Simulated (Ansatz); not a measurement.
# HfN (Fm-3m) in Ansatz: notebook

Runs on HfN. Level: PBE. Tasks: single point.

Program: Ansatz 0.2.0. These are calculated values, not measurements. Logs are shortened: lines on timing, memory, paths and dates and some standing lists are left out, and cuts for length are marked.

### 1 The structure

Symmetry: Fm-3m, No. 225, cubic system. The conventional cell has a = 4.512 Å, b = 4.512 Å, c = 4.512 Å, α = 90.00°, β = 90.00°, γ = 90.00°. Around Hf (site symmetry m-3m) lie 6 N at 2.26 Å. N (site symmetry m-3m) has 6 Hf at 2.26 Å as nearest neighbours.

### 2 Single point, PBE

Input file input.yaml:

```yaml
crystal:
  lattice:
    - [0.0, 2.256, 2.256]
    - [2.256, 0.0, 2.256]
    - [2.256, 2.256, 0.0]
  atoms:
    - { symbol: Hf, position: [0.0, 0.0, 0.0] }
    - { symbol: "N", position: [0.5, 0.5, 0.5] }
hamiltonian:
  xc: pbe
  pseudopotentials: { kind: paw }
kpoints:
  mp_grid: { grid: [10, 10, 10] }
scf:
  occupations: { method: gaussian, width: 0.016 }
output:
  forces: true
  stress: true
  eigenvalues: true
```

Potentials or basis: Ansatz PAW.

The run is started by

```
$ ansatz run input.yaml --threads 2 --pin off --max-ram 5632MiB --backend cpu --events-out ev --progress --plain --runs-dir out
```

Standard output:

```text
Warning: RAYON_NUM_THREADS=2 ignored (pool sized by the plan → 2); use --threads N
Engine: ansatz 0.2.0, aarch64-unknown-linux-gnu
Pseudopotentials: kind: paw
Pseudopotential: Hf, paw, valence charge 26, recommended cutoff 420 eV (normal), Hf.paw.azcp
Pseudopotential: N, paw, valence charge 5, recommended cutoff 420 eV (normal), N.paw.azcp
Functional definition: PBE
  parameter kappa = 0.804
  parameter beta = 0.06672455060314922
  exchange = pbe_x(kappa = kappa, mu = beta*pi^2/3)
  correlation = pbe_c(beta = beta)
Crystal: 2 atoms, lattice volume = 22.964 Å³
Basis set: ecut = 420 eV, 459 PW (Γ), exchange–correlation on 48×48×48 points (8 copies of the dense FFT grid, shifted against one another)
Bands: 20, of which v1, the nominal top of the filled ones, is band 16 counted from 1 (15 counted from 0)
Symmetry: 48 space group operations
Space group: Fm-3m (ITA 225), of the structure as read, at distance tolerance 2.8e-5 Å
k-points: 47 of 1000
Non-local potential: Hf, projectors of the file, l = 0: 3, l = 1: 2, l = 2: 2, l = 3: 3
Non-local potential: N, projectors of the file, l = 0: 2, l = 1: 2, l = 2: 1
PAW form: soft (Blöchl's): semilocal exchange-correlation on the pseudo side does not see the compensation charge
PAW one-centre angular grid: Hf, 590 points (default); XC on 64 Gauss nodes
PAW one-centre angular grid: N, 110 points (default); XC on 64 Gauss nodes
Initial density: superposition of atomic densities (neutral atoms: chi_scale 0, normalization atom), corrected by the library's trained network
Initial wavefunctions: pseudopotential atomic-orbital guess
Functional: x = pbe(κ = 0.804, μ = 0.2195149727645171), c = pbe(β = 0.06672455060314922)
SCF iter   1: F=—  HF=-16108.671893 eV  |F-HF|=—  |Δ(HF+E_count)|=         —  Δρ=4.97e-3  dr2=6.87e-3  ethr=1.77e-3  ⟨swp⟩=5.4  Hψ=3963  notcnv=0
preconditioner: auto → none  [insulator: Δε(μ)=0.057 eV  Ē_g=19.047 eV  σ=0.016 eV  W_gap=0.83  n_scr=14 (ndim 8)  ℏωp=41.7 eV  f_vac=0.000  D(μ)=0.53/eV (n_scr^D=0)  ε∞_Penn≈5.8]
SCF iter   2: F=—  HF=-16108.670120 eV  |F-HF|=—  |Δ(HF+E_count)|=   1.77e-3  Δρ=1.43e-3  dr2=5.27e-4  ethr=2.22e-5  ⟨swp⟩=2.3  Hψ=1663  notcnv=0  defer=21
SCF iter   3: F=—  HF=-16108.669971 eV  |F-HF|=—  |Δ(HF+E_count)|=   1.49e-4  Δρ=3.42e-4  dr2=1.34e-5  ethr=1.70e-6  ⟨swp⟩=2.0  Hψ=1122  notcnv=0  defer=21
SCF iter   4: F=—  HF=-16108.669956 eV  |F-HF|=—  |Δ(HF+E_count)|=   1.44e-5  Δρ=6.49e-5  dr2=7.03e-7  ethr=4.34e-8  ⟨swp⟩=2.1  Hψ=1679  notcnv=0  defer=21
SCF iter   5: F=—  HF=-16108.669956 eV  |F-HF|=—  |Δ(HF+E_count)|=   3.20e-7  Δρ=1.04e-5  dr2=1.01e-8  ethr=2.27e-9  ⟨swp⟩=2.2  Hψ=1674  notcnv=0  defer=21
SCF iter   6: F=-16108.669956 eV  HF=-16108.669956 eV  |F-HF|=7.86e-9  |Δ(HF+E_count)|=   7.64e-8  Δρ=3.80e-6  dr2=1.99e-9  ethr=3.27e-11  ⟨swp⟩=6.3  Hψ=3885  notcnv=0
SCF 1 converged in 6 iterations: F = -16108.669956 eV  dr2 = 1.99e-9
SCF converged after 6 iterations
Free energy (F): -16108.669956 eV
Harris-Foulkes:  -16108.669956 eV  (|F-HF|=7.86e-9)
Internal energy: -16108.669887 eV  (E = F + TS)
E sigma→0 (E₀):  -16108.669921 eV
Entropy (-TS):   -0.000069 eV (-0.035 meV/atom)
Fermi energy:    24.041587 eV
--- Per-component energies (eV) ---
  E_band       = 185.538392
  E_kinetic    = 557.657113
  E_local      = -4708.216939  (includes V_loc(G=0)·N_el)
  E_nonlocal   = -1198.340836
  E_hartree    = 2237.776123
  E_xc         = -361.949766
  E_vxc        = -345.256896  (∫ρ·V_xc dr)
  E_paw        = -7054.905100  (= ΣΔE_a)
  E_vpaw       = 1404.139676  (= ΣTr[D̂ρ^β])
  E_aug_tail   = 0.000095  (compensation charges beyond the density's cutoff)
  E_ewald      = -5580.690577
  E_smearing   = -0.000069  (= −TS)
  E_closure    = 0.000000  (closes the sum)
  Σ components = -16108.669956   (vs F -16108.669956, Δ=0.00e0)
--- Forces (eV/Å), atoms counted from 1 ---
  atom   1  Hf    -0.00000000    -0.00000000    -0.00000000
  atom   2  N      0.00000000     0.00000000    -0.00000000
  max |Σ_I F_I| component: 6.97e-30 eV/Å
--- Stress (GPa, compression-positive) ---
        6.591431       0.000000       0.000000
        0.000000       6.591431       0.000000
        0.000000      -0.000000       6.591431
  P = ⅓ Tr σ = 6.5914 GPa (65.914 kbar)
--- Band table (eV; the first three rows and the last of 47) ---
  k-point 0: bands = ["-38.7336", "-7.1368", "-7.1368", "-7.1368", "6.4340", "11.3289", "11.3289", "11.3289", "11.3626", "11.4637", "11.4637", "11.4637", "21.0357", "21.0357", "21.0357", "23.6233", "23.6233", "23.6233", "25.7846", "25.9557"]
  k-point 1: bands = ["-38.7277", "-7.2389", "-7.1451", "-7.1451", "6.6584", "11.3314", "11.3374", "11.3374", "11.3677", "11.4566", "11.4566", "11.4640", "20.1050", "20.4744", "20.4744", "23.8662", "23.9552", "23.9552", "26.4850", "26.6990"]
  k-point 2: bands = ["-38.7121", "-7.4962", "-7.1670", "-7.1670", "7.2558", "11.3464", "11.3604", "11.3604", "11.3824", "11.4390", "11.4390", "11.4647", "18.4237", "19.4494", "19.4494", "24.2673", "24.7779", "24.7779", "27.9308", "28.3686"]
  k-point 46: bands = ["-38.6505", "-7.7765", "-7.6244", "-7.4850", "8.0292", "11.3810", "11.3900", "11.3945", "11.4160", "11.4179", "11.4415", "11.4741", "18.0353", "18.4459", "18.6037", "23.9606", "26.3086", "29.4005", "29.5468", "30.3045"]
```

It took 0.82 s on 2 threads of Arm Neoverse V1, shared host; peak memory 0.29 GiB.

What came out:

```yaml
Free_energy: -16108.6700 eV
Pressure: 6.6 GPa
Band_gap_on_the_k_mesh: none (metal or under the smearing width)
```

Caveat: the pressure holds a Pulay correction of +0.5 GPa for the finite cutoff.

### 3 Single point, PBE

Changes to input.yaml since step 2:

```diff
@@ -14,3 +14,3 @@
 scf:
-  occupations: { method: gaussian, width: 0.016 }
+  occupations: { method: gaussian, width: 0.017 }
 output:
```

Potentials or basis: Ansatz PAW.

The run is started by

```
$ ansatz run input.yaml --threads 2 --pin off --max-ram 5632MiB --backend cpu --events-out ev --progress --plain --runs-dir out
```

It took 0.81 s on 2 threads of Arm Neoverse V1, shared host; peak memory 0.29 GiB.

It converged, with:

* Free energy: -16108.6700 eV
* Pressure: 6.6 GPa
* Band gap on the k mesh: none (metal or under the smearing width)

Levels at points of the mesh, in eV from the Fermi level:
```
             k point  band 13  band 14  band 15  band 16  band 17  band 18  band 19  band 20
  (0.00, 0.00, 0.00)    -3.01    -3.01    -3.01    -0.42    -0.42    -0.42     1.74     1.91
 (0.00, 0.00, -0.50)    -8.99    -6.29    -6.29     3.21     3.65     3.65     4.41     8.81
(0.00, -0.50, -0.50)    -5.50    -3.89    -3.71    -3.71     4.06     5.49     5.49     5.56
```

Caveat: the pressure holds a Pulay correction of +0.5 GPa for the finite cutoff. The run has no spin-orbit coupling, so splittings on Hf are missing.

### 4 Single point, PBE

Changes to input.yaml since step 3:

```diff
@@ -14,3 +14,3 @@
 scf:
-  occupations: { method: gaussian, width: 0.017 }
+  occupations: { method: gaussian, width: 0.018 }
 output:
@@ -19 +19,5 @@
   eigenvalues: true
+  write_density: true
+  write_potential: true
+  elf: true
+  volumetric_format: npy
```

Potentials or basis: Ansatz PAW.

The run is started by

```
$ ansatz run input.yaml --threads 2 --pin off --max-ram 5632MiB --backend cpu --events-out ev --progress --plain --runs-dir out
```

Standard output:

```text
Warning: RAYON_NUM_THREADS=2 ignored (pool sized by the plan → 2); use --threads N
[... 9 set-up lines as earlier in the session ...]
Crystal: 2 atoms, lattice volume = 22.964 Å³
Basis set: ecut = 420 eV, 459 PW (Γ), exchange–correlation on 48×48×48 points (8 copies of the dense FFT grid, shifted against one another)
Bands: 20, of which v1, the nominal top of the filled ones, is band 16 counted from 1 (15 counted from 0)
[... 2 set-up lines as earlier in the session ...]
k-points: 47 of 1000
[... 8 set-up lines as earlier in the session ...]
SCF iter   1: F=—  HF=-16108.671901 eV  |F-HF|=—  |Δ(HF+E_count)|=         —  Δρ=4.97e-3  dr2=6.87e-3  ethr=1.77e-3  ⟨swp⟩=5.4  Hψ=3959  notcnv=0
preconditioner: auto → none  [insulator: Δε(μ)=0.057 eV  Ē_g=19.047 eV  σ=0.018 eV  W_gap=0.83  n_scr=14 (ndim 8)  ℏωp=41.7 eV  f_vac=0.000  D(μ)=0.48/eV (n_scr^D=0)  ε∞_Penn≈5.8]
SCF iter   2: F=—  HF=-16108.670129 eV  |F-HF|=—  |Δ(HF+E_count)|=   1.77e-3  Δρ=1.43e-3  dr2=5.27e-4  ethr=2.22e-5  ⟨swp⟩=2.3  Hψ=1662  notcnv=0  defer=21
SCF iter   3: F=—  HF=-16108.669980 eV  |F-HF|=—  |Δ(HF+E_count)|=   1.49e-4  Δρ=3.42e-4  dr2=1.34e-5  ethr=1.70e-6  ⟨swp⟩=2.0  Hψ=1122  notcnv=0  defer=21
SCF iter   4: F=—  HF=-16108.669965 eV  |F-HF|=—  |Δ(HF+E_count)|=   1.49e-5  Δρ=6.49e-5  dr2=7.00e-7  ethr=4.32e-8  ⟨swp⟩=2.1  Hψ=1679  notcnv=0  defer=21
SCF iter   5: F=—  HF=-16108.669965 eV  |F-HF|=—  |Δ(HF+E_count)|=   3.19e-7  Δρ=1.04e-5  dr2=1.01e-8  ethr=2.26e-9  ⟨swp⟩=2.2  Hψ=1673  notcnv=0  defer=21
SCF iter   6: F=-16108.669965 eV  HF=-16108.669965 eV  |F-HF|=8.07e-9  |Δ(HF+E_count)|=   7.65e-8  Δρ=3.82e-6  dr2=2.01e-9  ethr=3.25e-11  ⟨swp⟩=10.2  Hψ=6333  notcnv=0
SCF 1 converged in 6 iterations: F = -16108.669965 eV  dr2 = 2.01e-9
SCF converged after 6 iterations
Free energy (F): -16108.669965 eV
Harris-Foulkes:  -16108.669965 eV  (|F-HF|=8.07e-9)
Internal energy: -16108.669885 eV  (E = F + TS)
E sigma→0 (E₀):  -16108.669925 eV
Entropy (-TS):   -0.000079 eV (-0.040 meV/atom)
Fermi energy:    24.040113 eV
--- Per-component energies (eV) ---
  E_band       = 185.538683
  E_kinetic    = 557.657157
  E_local      = -4708.217207  (includes V_loc(G=0)·N_el)
  E_nonlocal   = -1198.340803
  E_hartree    = 2237.776376
  E_xc         = -361.949775
  E_vxc        = -345.256910  (∫ρ·V_xc dr)
  E_paw        = -7054.905152  (= ΣΔE_a)
  E_vpaw       = 1404.139644  (= ΣTr[D̂ρ^β])
  E_aug_tail   = 0.000095  (compensation charges beyond the density's cutoff)
  E_ewald      = -5580.690577
  E_smearing   = -0.000079  (= −TS)
  E_closure    = 0.000000  (closes the sum)
  Σ components = -16108.669965   (vs F -16108.669965, Δ=0.00e0)
--- Forces (eV/Å), atoms counted from 1 ---
  atom   1  Hf    -0.00000000    -0.00000000     0.00000000
  atom   2  N      0.00000000    -0.00000000    -0.00000000
  max |Σ_I F_I| component: 1.53e-29 eV/Å
--- Stress (GPa, compression-positive) ---
        6.591358       0.000000       0.000000
        0.000000       6.591358       0.000000
        0.000000      -0.000000       6.591358
  P = ⅓ Tr σ = 6.5914 GPa (65.914 kbar)
--- Band table (eV; the first three rows and the last of 47) ---
  k-point 0: bands = ["-38.7336", "-7.1367", "-7.1367", "-7.1367", "6.4340", "11.3289", "11.3289", "11.3289", "11.3626", "11.4637", "11.4637", "11.4637", "21.0356", "21.0356", "21.0356", "23.6233", "23.6233", "23.6233", "25.7846", "25.9558"]
  k-point 1: bands = ["-38.7276", "-7.2389", "-7.1451", "-7.1451", "6.6583", "11.3315", "11.3374", "11.3374", "11.3677", "11.4566", "11.4566", "11.4640", "20.1050", "20.4744", "20.4744", "23.8662", "23.9552", "23.9552", "26.4850", "26.6990"]
  k-point 2: bands = ["-38.7121", "-7.4961", "-7.1670", "-7.1670", "7.2558", "11.3464", "11.3604", "11.3604", "11.3825", "11.4390", "11.4390", "11.4648", "18.4237", "19.4494", "19.4494", "24.2673", "24.7779", "24.7779", "27.9308", "28.3686"]
  k-point 46: bands = ["-38.6505", "-7.7765", "-7.6244", "-7.4850", "8.0291", "11.3810", "11.3901", "11.3946", "11.4160", "11.4179", "11.4415", "11.4741", "18.0353", "18.4459", "18.6037", "23.9606", "26.3086", "29.4005", "29.5469", "30.3045"]
```

It took 1.1 s on 2 threads of Arm Neoverse V1, shared host; peak memory 0.3 GiB.

Results:

* Free energy: -16108.6700 eV
* Pressure: 6.6 GPa
* Band gap on the k mesh: none (metal or under the smearing width)

Caveat: the pressure holds a Pulay correction of +0.5 GPa for the finite cutoff.

### 5 Single point, PBE

Changes to input.yaml since step 4:

```diff
@@ -14,3 +14,3 @@
 scf:
-  occupations: { method: gaussian, width: 0.018 }
+  occupations: { method: gaussian, width: 0.019 }
 output:
```

The run is started by

```
$ ansatz run input.yaml --threads 2 --pin off --max-ram 5632MiB --backend cpu --events-out ev --progress --plain --runs-dir out
```

Wall time 1.1 s (2 threads of Arm Neoverse V1, shared host); peak memory 0.3 GiB.

Results (log left out):

```yaml
Free_energy: -16108.6700 eV
Pressure: 6.6 GPa
Band_gap_on_the_k_mesh: none (metal or under the smearing width)
```

Levels at points of the mesh, in eV from the Fermi level:
```tsv
k point	band 14	band 15	band 16	band 17	band 18	band 19
(0.00, 0.00, 0.00)	-3.00	-3.00	-0.42	-0.42	-0.42	1.75
(0.00, 0.00, -0.50)	-6.29	-6.29	3.21	3.65	3.65	4.41
(0.00, -0.50, -0.50)	-3.89	-3.71	-3.71	4.06	5.49	5.49
```

Caveat: the pressure holds a Pulay correction of +0.5 GPa for the finite cutoff.

### 6 The runs side by side

| smearing | gap on the mesh (eV) | pressure (GPa) |
| --- | --- | --- |
| gaussian 0.016 eV | none | 6.6 |
| gaussian 0.017 eV | none | 6.6 |
| gaussian 0.018 eV | none | 6.6 |
| gaussian 0.019 eV | none | 6.6 |

Alike in all rows: task single point; level PBE; potentials or basis Ansatz PAW; no spin polarisation; cell as given; k mesh 10 × 10 × 10; cutoff (eV) 420.

Every run on the cell as given and a fine mesh finds a metal.

Total energies depend on the potentials used, so only differences within one code and one set of settings carry meaning.
